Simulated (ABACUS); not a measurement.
Here is an ABACUS 3.10.1 calculation.

The input run_abacus.py:

```python
"""ABACUS run from a structure file: ASE reads it, the script writes STRU, KPT and INPUT."""
import re
import subprocess
import spglib
from ase import Atoms
from ase.io import read
from ase.units import Bohr

atoms = read("BeS.cif")
cell, frac, numbers = spglib.standardize_cell((atoms.cell[:], atoms.get_scaled_positions(), atoms.numbers), to_primitive=True, symprec=1e-4)
atoms = Atoms(numbers=numbers, cell=cell, scaled_positions=frac, pbc=True)  # the primitive cell
atoms = atoms[(-atoms.numbers).argsort(kind="stable")]  # ABACUS lists atoms element by element
pseudo = {'S': 'S.upf', 'Be': 'Be.upf'}
orbital = {'S': 'S_confined-atom_7au_2s2p1d.orb', 'Be': 'Be_confined-atom_7au_3s1p.orb'}
magmoms = None
kmesh = [6, 6, 6]
params = {
    'suffix': 'BeS',
    'calculation': 'scf',
    'basis_type': 'lcao',
    'pseudo_dir': './',
    'orbital_dir': './',
    'symmetry': 1,
    'dft_functional': 'pbe',
    'ecutwfc': 100,
    'pseudo_rcut': 7,
    'nspin': 1,
    'nbands': 15,
    'ks_solver': 'genelpa',
    'smearing_method': 'fd',
    'smearing_sigma': 0.00367493,
    'scf_thr': 1e-07,
    'scf_nmax': 100,
    'mixing_type': 'broyden',
    'mixing_beta': 0.7,
    'cal_force': 1,
    'cal_stress': 1,
    'out_mul': 1,
    'out_chg': 1,
}

symbols = atoms.get_chemical_symbols()
elements = list(dict.fromkeys(symbols))
lines = ["ATOMIC_SPECIES"] + [f"{e} {atoms.get_masses()[symbols.index(e)]:.4f} {pseudo[e]}" for e in elements]
if orbital:
    lines += ["", "NUMERICAL_ORBITAL"] + [orbital[e] for e in elements]
lines += ["", "LATTICE_CONSTANT", f"{1 / Bohr:.10f}", "", "LATTICE_VECTORS"]
lines += [" ".join(f"{x:.10f}" for x in v) for v in atoms.cell]
lines += ["", "ATOMIC_POSITIONS", "Direct"]
for e in elements:
    lines += ["", e, "0.0", str(symbols.count(e))]
    for i, p in enumerate(atoms.get_scaled_positions(wrap=False)):
        if symbols[i] == e:
            mag = "" if magmoms is None else " mag " + " ".join(str(x) for x in (magmoms[i] if isinstance(magmoms[i], list) else [magmoms[i]]))
            lines.append(" ".join(f"{x:.10f}" for x in p) + " 1 1 1" + mag)
open("STRU", "w").write("\n".join(lines) + "\n")
open("KPT", "w").write("K_POINTS\n0\nGamma\n%d %d %d 0 0 0\n" % tuple(kmesh))
open("INPUT", "w").write("INPUT_PARAMETERS\n" + "".join(f"{k:<20s}{v}\n" for k, v in params.items()))

done = subprocess.run(['mpirun', '-np', '4', 'abacus'])
if done.returncode:
    raise SystemExit(done.returncode)
log = open("OUT.BeS/running_scf.log").read()
print("final energy (eV):", re.findall(r"FINAL_ETOT_IS (\S+)", log))
```

Contents of BeS.cif:

```cif
data_BeS
_cell_length_a 4.85000000
_cell_length_b 4.85000000
_cell_length_c 4.85000000
_cell_angle_alpha 90.00000000
_cell_angle_beta 90.00000000
_cell_angle_gamma 90.00000000
_space_group_name_H-M_alt 'F-43m'
_space_group_name_Hall 'F -4 2 3'
_space_group_IT_number 216
loop_
_space_group_symop_operation_xyz
'x,y,z'
'y,-x,-z'
'-x,-y,z'
'-y,x,-z'
'x,-y,-z'
'y,x,z'
'-x,y,-z'
'-y,-x,z'
'z,x,y'
'-z,y,-x'
'z,-x,-y'
'-z,-y,x'
'-z,x,-y'
'z,y,x'
'-z,-x,y'
'z,-y,-x'
'y,z,x'
'-x,-z,y'
'-y,z,-x'
'x,-z,-y'
'-y,-z,x'
'x,z,y'
'y,-z,-x'
'-x,z,-y'
'x,y+1/2,z+1/2'
'y,-x+1/2,-z+1/2'
'-x,-y+1/2,z+1/2'
'-y,x+1/2,-z+1/2'
'x,-y+1/2,-z+1/2'
'y,x+1/2,z+1/2'
'-x,y+1/2,-z+1/2'
'-y,-x+1/2,z+1/2'
'z,x+1/2,y+1/2'
'-z,y+1/2,-x+1/2'
'z,-x+1/2,-y+1/2'
'-z,-y+1/2,x+1/2'
'-z,x+1/2,-y+1/2'
'z,y+1/2,x+1/2'
'-z,-x+1/2,y+1/2'
'z,-y+1/2,-x+1/2'
'y,z+1/2,x+1/2'
'-x,-z+1/2,y+1/2'
'-y,z+1/2,-x+1/2'
'x,-z+1/2,-y+1/2'
'-y,-z+1/2,x+1/2'
'x,z+1/2,y+1/2'
'y,-z+1/2,-x+1/2'
'-x,z+1/2,-y+1/2'
'x+1/2,y,z+1/2'
'y+1/2,-x,-z+1/2'
'-x+1/2,-y,z+1/2'
'-y+1/2,x,-z+1/2'
'x+1/2,-y,-z+1/2'
'y+1/2,x,z+1/2'
'-x+1/2,y,-z+1/2'
'-y+1/2,-x,z+1/2'
'z+1/2,x,y+1/2'
'-z+1/2,y,-x+1/2'
'z+1/2,-x,-y+1/2'
'-z+1/2,-y,x+1/2'
'-z+1/2,x,-y+1/2'
'z+1/2,y,x+1/2'
'-z+1/2,-x,y+1/2'
'z+1/2,-y,-x+1/2'
'y+1/2,z,x+1/2'
'-x+1/2,-z,y+1/2'
'-y+1/2,z,-x+1/2'
'x+1/2,-z,-y+1/2'
'-y+1/2,-z,x+1/2'
'x+1/2,z,y+1/2'
'y+1/2,-z,-x+1/2'
'-x+1/2,z,-y+1/2'
'x+1/2,y+1/2,z'
'y+1/2,-x+1/2,-z'
'-x+1/2,-y+1/2,z'
'-y+1/2,x+1/2,-z'
'x+1/2,-y+1/2,-z'
'y+1/2,x+1/2,z'
'-x+1/2,y+1/2,-z'
'-y+1/2,-x+1/2,z'
'z+1/2,x+1/2,y'
'-z+1/2,y+1/2,-x'
'z+1/2,-x+1/2,-y'
'-z+1/2,-y+1/2,x'
'-z+1/2,x+1/2,-y'
'z+1/2,y+1/2,x'
'-z+1/2,-x+1/2,y'
'z+1/2,-y+1/2,-x'
'y+1/2,z+1/2,x'
'-x+1/2,-z+1/2,y'
'-y+1/2,z+1/2,-x'
'x+1/2,-z+1/2,-y'
'-y+1/2,-z+1/2,x'
'x+1/2,z+1/2,y'
'y+1/2,-z+1/2,-x'
'-x+1/2,z+1/2,-y'
loop_
_atom_site_label
_atom_site_type_symbol
_atom_site_symmetry_multiplicity
_atom_site_Wyckoff_symbol
_atom_site_fract_x
_atom_site_fract_y
_atom_site_fract_z
_atom_site_occupancy
S1 S 4 c 0.2500000000 0.2500000000 0.2500000000 1
Be1 Be 4 a 0.0000000000 0.0000000000 0.0000000000 1
```

Potentials or basis: PseudoDojo NC SR 0.4.1 PBE standard, DZP LCAO (the cutoffs set its grid).

Run with:

```bash
$ OMP_NUM_THREADS=1 python run_abacus.py > log
```

Problem. What does it give for the pressure?

Solution. 3.9 GPa.

Problem. Estimate the Mulliken charges.

Solution. S -0.42; Be +0.42 e.

Problem. What does it give for the band gap on the k mesh?

Solution. 3.63 eV, indirect (least direct gap 5.53 eV).

Caveat: the atomic orbitals were generated for these runs and aren't a published set; the basis of atomic orbitals isn't converged, which shifts pressures, moduli and gaps. PBE gaps usually lie below the measured ones, often by a third to a half.
